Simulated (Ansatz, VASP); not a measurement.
# SiC (Moissanite 3C) in VASP and in Ansatz

INCAR

```
AGGAC = 1.0 ; AGGAX = 1.0
ALDAC = 0.0 ; ALDAX = 1.0
ALGO = Fast ; EDIFF = 1E-6
EDIFFG = -0.005 ; ENCUT = 600
GGA = B5 ; IBRION = 2
ISIF = 3 ; ISMEAR = -1
IVDW = 13 ; LASPH = T
LCHARG = F ; LREAL = F
LWAVE = F ; NELM = 60
NSW = 40 ; PREC = Accurate
SIGMA = 0.05 ; VDW_A1 = 0.44488865
VDW_A2 = 4.0933009 ; VDW_S6 = 1.0
VDW_S8 = 2.34076671
```

File KPOINTS:

```
k-points
0
Gamma
  10 10 10
```

Contents of POSCAR:

```
SiC
1.0
    0.0000000000      2.1790000000      2.1790000000
    2.1790000000      0.0000000000      2.1790000000
    2.1790000000      2.1790000000      0.0000000000
Si C
1 1
Direct
    0.0000000000      0.0000000000      0.0000000000
    0.7500000000      0.7500000000      0.7500000000
```

input.yaml

```yaml
crystal:
  lattice:
    - [0.0, 2.179, 2.179]
    - [2.179, 0.0, 2.179]
    - [2.179, 2.179, 0.0]
  atoms:
    - { symbol: Si, position: [0.0, 0.0, 0.0] }
    - { symbol: C, position: [0.75, 0.75, 0.75] }
hamiltonian:
  xc: blyp
  pseudopotentials: { kind: paw }
  dispersion: d4
kpoints:
  mp_grid: { grid: [10, 10, 10] }
scf:
  occupations: { method: fermi_dirac, width: 0.05 }
output:
  forces: true
  stress: true
relax:
  f_tol: 0.01
  max_steps: 40
  cell: { stress_tol: 0.05 }
```

Alike in both runs: task relaxation of cell and atoms; functional BLYP; dispersion D4; k mesh 10 × 10 × 10; occupations fermi-dirac, width 0.05 eV; no spin polarisation.

|  | VASP | Ansatz |
| --- | --- | --- |
| version | VASP 6.6.1 | Ansatz 0.2.0 |
| potentials or method | VASP PAW PBE potentials, release 64 (Si, C) | Ansatz PAW |
| plane-wave cutoff (eV) | 600 | 420 |
| valence electrons in the cell | 8 | 8 |

Ansatz gave:

- relaxed volume (Å³/atom): 10.30
- relaxed cell length with the largest relative difference (Å): 3.077

Question: Estimate VASP's values.

Answer: Relaxed volume (Å³/atom): 10.32; relaxed cell length with the largest relative difference (Å): 3.079.

Caveats: the PAW data sets were made with another functional, which shifts forces and pressure a little (VASP); the plane-wave basis is chosen anew once the cell has moved, so the energies of steps on either side of that aren't comparable (Ansatz); the pressure holds a Pulay correction of +0.4 GPa for the finite cutoff (Ansatz); the PAW data sets come from PBE, with cores solved anew for the run's functional, which leaves a small shift of forces and pressure (Ansatz). A k mesh can miss the band edges.
